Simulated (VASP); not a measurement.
Rh:

```
CELL_PARAMETERS angstrom
2.69235 0.00000 0.00000
-1.34617 2.33164 0.00000
0.00000 0.00000 4.39661
ATOMIC_POSITIONS crystal
Rh 0.33333 0.66667 0.25000
Rh 0.66667 0.33333 0.75000
```

This isn't the form of Rh at room conditions, which is fcc.

| Item | Value |
| --- | --- |
| Program | VASP 6.6.1 |
| Task | relaxation of cell and atoms |
| Functional | PBE |
| Dispersion | D3(BJ) |
| Potentials or basis | VASP PAW PBE potentials, release 64 (Rh_pv) |
| Cutoff | 600 eV |
| k mesh | 18 × 18 × 10 |
| Occupations | gaussian, width 0.1 eV |
| Spin | no spin polarisation |

At the start: pressure -2.2 GPa; volume 13.80 Å³/atom.

Task: How do energy, volume and symmetry change on relaxing?

Result: Over 5 steps the energy falls by 2.3 meV/atom and the volume is 13.69 Å³/atom (-0.8 %); space group P6_3/mmc (No. 194, to 0.05 Å).

The path:
```csv
step,energy change (eV),largest force (eV/Å),pressure (GPa),volume (Å³)
1,0.0000,0.0000,-2.18,27.60
2,0.0048,0.0000,5.76,26.86
3,-0.0035,0.0000,0.80,27.30
4,-0.0044,0.0000,-0.26,27.41
5,-0.0046,0.0000,0.01,27.38
```

Final structure:
```xyz
2
Lattice="2.6975 0.0000 0.0000 -1.3488 2.3361 0.0000 0.0000 0.0000 4.3449" Properties=species:S:1:pos:R:3 pbc="T T T"
Rh    0.0000    1.5574    1.0862
Rh    1.3488    0.7787    3.2587
```

Caveat: pairwise dispersion overbinds metals, which lowers pressure and volume.
